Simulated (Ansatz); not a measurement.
Set up this calculation in Ansatz 0.2.0, as the native input.

- Task: single point
- Functional: PBE
- Potentials or basis: Ansatz PAW
- Cutoff: 420 eV (not typed: the program's choice for these potentials)
- k mesh: 10 × 10 × 10
- Occupations: fermi-dirac, width 0.05 eV
- Spin: collinear spin, ferromagnetic start
- Starting moments: [4.0, 0.0] μB

MnO:

```
CELL_PARAMETERS angstrom
0.00000 2.22200 2.22200
2.22200 0.00000 2.22200
2.22200 2.22200 0.00000
ATOMIC_POSITIONS crystal
Mn 0.00000 0.00000 0.00000
O 0.50000 0.50000 0.50000
```

The input as run:

input.yaml

```yaml
crystal:
  lattice:
    - [0.0, 2.22200033, 2.22200033]
    - [2.22200033, 0.0, 2.22200033]
    - [2.22200033, 2.22200033, 0.0]
  atoms:
    - { symbol: Mn, position: [0.0, 0.0, 0.0], spin: 4.0 }
    - { symbol: O, position: [0.5, 0.5, 0.5] }
hamiltonian:
  xc: pbe
  pseudopotentials: { kind: paw }
magnetization:
  spin_polarized: true
kpoints:
  mp_grid: { grid: [10, 10, 10] }
scf:
  occupations: { method: fermi_dirac, width: 0.05 }
output:
  forces: true
  stress: true
  eigenvalues: true
```

Potentials or basis: Ansatz PAW.

The run is started by

```sh
$ ansatz run input.yaml --threads 2 --pin off --max-ram 5632MiB --backend cpu --events-out ev --progress --plain --runs-dir out
```

Results of the run:

```yaml
Pressure: 0.4 GPa
Band_gap_on_the_k_mesh: none (metal or under the smearing width)
Net_moment: 4.79 μB per cell
Absolute_moment: 4.79 μB per cell
Site_moments: Mn +4.06; O +0.24 μB
```

Caveat: the pressure holds a Pulay correction of +0.6 GPa for the finite cutoff; a cell with one magnetic atom can't hold antiferromagnetic order, which such compounds often take; semilocal functionals often make such compounds metallic where correlation or magnetic order opens a gap, which also shifts bond lengths.

Run time: 2.3 s on 2 threads of Arm Neoverse V1, with other jobs on the host, peak memory 0.3 GiB.
